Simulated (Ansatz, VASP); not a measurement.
# One calculation of C, two programs

File INCAR:

```
PREC = Accurate
ENCUT = 520
EDIFF = 1E-6
ISMEAR = -1
SIGMA = 0.05
LREAL = F
LASPH = T
NELM = 100
ALGO = Normal
ISIF = 2
LWAVE = F
LCHARG = F
GGA = PE
NBANDS = 11
```

KPOINTS

```
Automatic mesh
0
Gamma
  13 13 13
```

The input POSCAR:

```
C
1.0
    0.0000000000      1.7858176506      1.7858176506
    1.7858176506      0.0000000000      1.7858176506
    1.7858176506      1.7858176506      0.0000000000
C
2
Direct
    0.5000000000      0.5000000000      0.5000000000
    0.7500000000      0.7500000000      0.7500000000
```

Input for Ansatz:

```yaml
crystal:
  lattice:
    - [0.0, 1.7858176506, 1.7858176506]
    - [1.7858176506, 0.0, 1.7858176506]
    - [1.7858176506, 1.7858176506, 0.0]
  atoms:
    - { symbol: C, position: [0.5, 0.5, 0.5] }
    - { symbol: C, position: [0.75, 0.75, 0.75] }
hamiltonian:
  xc: pbe
  pseudopotentials:
    kind: paw
    azcp:
      C: "pseudopotentials/C.paw.azcp"
basis:
  ecutwfc: 420
  fft_grid_basis: typed
kpoints:
  mp_grid: { grid: [13, 13, 13], shift: [0, 0, 0] }
magnetization:
  spin_polarized: false
scf:
  occupations: { method: fermi_dirac, width: 0.05 }
  lower_state_search: "off"
output:
  stress: true
```

Alike in both runs: task single point; functional PBE; k mesh 13 × 13 × 13; occupations fermi-dirac, width 0.05 eV; no spin polarisation.

|  | VASP | Ansatz |
| --- | --- | --- |
| version | VASP 6.6.1 | Ansatz 0.2.0 |
| potentials or method | VASP PAW PBE potentials, release 64 (C) | plane waves (420 eV) with PAW, scalar-relativistic |
| plane-wave cutoff (eV) | 520 | 420 |
| valence electrons in the cell | 8 | 8 |

|  | VASP | Ansatz | Ansatz less VASP |
| --- | --- | --- | --- |
| pressure (GPa) | 0.6 | 0.0 | -0.66 |
